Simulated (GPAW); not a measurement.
The system is AlN.

```
Al N
1.0
     3.11300    0.00000    0.00000
    -1.55650    2.69594    0.00000
     0.00000    0.00000    4.98100
Al N
2 2
Direct
  0.66667 0.33333 0.50000
  0.33333 0.66667 0.00000
  0.66667 0.33333 0.88000
  0.33333 0.66667 0.38000
```

```yaml
Program: GPAW 26.7.0
Task: single point
Functional: PBEsol
Potentials_or_basis: PAW data sets generated in the run's folder for this functional
Cutoff: 800 eV
Basis: pw
k_mesh: 10 × 10 × 6
Occupations: fermi-dirac, width 0.05 eV
Spin: no spin polarisation
```

On this cell: pressure 1.1 GPa; largest force 0.134 eV/Å; band gap on the k mesh 4.16 eV, direct.

The same run follows on a disturbed copy (atoms moved at random, drawn with an rms of 0.05 Å):

```
Al N
1.0
     3.11300    0.00000    0.00000
    -1.55650    2.69594    0.00000
     0.00000    0.00000    4.98100
Al N
2 2
Direct
  0.66489 0.33750 0.50173
  0.32590 0.67039 0.99387
  0.64066 0.31637 0.86875
  0.32689 0.66311 0.37511
```

Problem. What does the disturbed cell give?

Solution. The energy moves by +18.4 meV/atom; pressure 1.8 GPa; largest force 1.412 eV/Å; band gap on the k mesh 4.17 eV, direct.

Forces on the atoms (eV/Å):
```
Al  -0.089 -0.313 -1.293
Al  -0.231 -0.806  0.148
N    0.330  0.862  1.069
N   -0.010  0.257  0.076
```

Stress tensor (GPa, compression positive):
```
-1.75 -0.90 -0.55
-0.90  1.19 -1.89
-0.55 -1.89  6.01
```

A k mesh can miss the band edges.
